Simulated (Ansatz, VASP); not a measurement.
**Ni in VASP and in Ansatz**

```
Ni
1.0
     4.11297    0.00000    0.00000
    -2.05648    3.56194    0.00000
     0.00000    0.00000    2.52143
Ni
3
Cartesian
  0.0000 0.0000 0.0000
  0.0000 2.3746 1.2607
  2.0565 1.1873 1.2607
```

Alike in both runs: task relaxation of cell and atoms; functional PBE; k mesh 6 × 6 × 6; occupations gaussian, width 0.1 eV; collinear spin.

|  | VASP | Ansatz |
| --- | --- | --- |
| version | VASP 6.6.1 | Ansatz 0.2.0 |
| potentials or method | VASP PAW PBE potentials, release 64 (Ni) | scalar-relativistic, plane waves, PAW |
| plane-wave cutoff (eV) | 600 | 420 |
| valence electrons in the cell | 30 | 54 |

VASP gave:

```
gap on the k mesh at the Fermi level, each at its own relaxed structure (eV) : none
net moment per atom (μB)                                                     : 0.64
size of the moment on the site where the two differ most (μB)                : 0.67
relaxed volume (Å³/atom)                                                     : 11.10
relaxed cell length with the largest relative difference (Å)                 : 3.983
energy change over the relaxation (meV/atom)                                 : -62
```

Which values does Ansatz return?

gap on the k mesh at the Fermi level, each at its own relaxed structure (eV): none; net moment per atom (μB): 0.66; size of the moment on the site where the two differ most (μB): 0.71; relaxed volume (Å³/atom): 11.11; relaxed cell length with the largest relative difference (Å): 3.987; energy change over the relaxation (meV/atom): -61.

Site moments also hang on the region over which each program counts them. A gap of «none» marks a metal or a gap that the smearing closes. The two sets of potentials don't hold the same shells in valence.

Caveats: the k mesh is coarse (spacing up to 0.42 Å⁻¹), so the values aren't converged.
